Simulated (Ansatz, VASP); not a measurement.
## Two plane-wave programs on SnO

File INCAR:

```
SYSTEM = SnO
  PREC = Accurate
  ENCUT = 600
  EDIFF = 1E-6
  ISMEAR = -1
  SIGMA = 0.08
  LREAL = .FALSE.
  LASPH = .TRUE.
  NELM = 60
  ALGO = Normal
  ISIF = 3
  LWAVE = .FALSE.
  LCHARG = .FALSE.
  GGA = PE
  IBRION = 2
  NSW = 100
  EDIFFG = -0.005
```

File KPOINTS:

```
Automatic mesh
0
G
  12 12 12
  0 0 0
```

POSCAR

```
SnO
1.0
    0.0000000000      2.2784552067      2.2784552067
    2.2784552067      0.0000000000      2.2784552067
    2.2784552067      2.2784552067      0.0000000000
Sn O
1 1
Direct
    0.0000000000      0.0000000000      0.0000000000
    0.2500000000      0.2500000000      0.2500000000
```

Input for Ansatz:

```yaml
crystal:
  lattice:
    - [0.0, 2.2784552067, 2.2784552067]
    - [2.2784552067, 0.0, 2.2784552067]
    - [2.2784552067, 2.2784552067, 0.0]
  atoms:
    - { symbol: Sn, position: [0.0, 0.0, 0.0] }
    - { symbol: O, position: [0.25, 0.25, 0.25] }
kpoints:
  mp_grid: { grid: [12, 12, 12] }
scf:
  occupations: { method: fermi_dirac, width: 0.08 }
hamiltonian:
  xc: pbe
  pseudopotentials: { kind: paw }
output:
  forces: true
  stress: true
  write_density: true
  write_potential: true
  elf: true
  volumetric_format: npy
relax:
  f_tol: 0.005
  max_steps: 80
  cell: {}
```

Alike in both runs: task relaxation of cell and atoms; functional PBE; k mesh 12 × 12 × 12; occupations fermi-dirac, width 0.08 eV; no spin polarisation.

|  | VASP | Ansatz |
| --- | --- | --- |
| version | VASP 6.6.1 | Ansatz 0.2.0 |
| potentials or method | VASP PAW PBE potentials, release 64 (Sn_d, O) | PAW with Ansatz's default frozen-core files, scalar-relativistic |
| plane-wave cutoff (eV) | 600 | 420 |
| valence electrons in the cell | 20 | 20 |

|  | VASP | Ansatz | Ansatz less VASP |
| --- | --- | --- | --- |
| relaxed volume (Å³/atom) | 20.09 | 20.52 | +0.428 |
| relaxed cell length with the largest relative difference (Å) | 3.844 | 3.872 | +0.0271 |
| energy change over the relaxation (meV/atom) | -1642 | -1642 | +0.6 |

Caveats: the volume moved by over 15 % at a fixed basis, so the end points are rough (VASP).
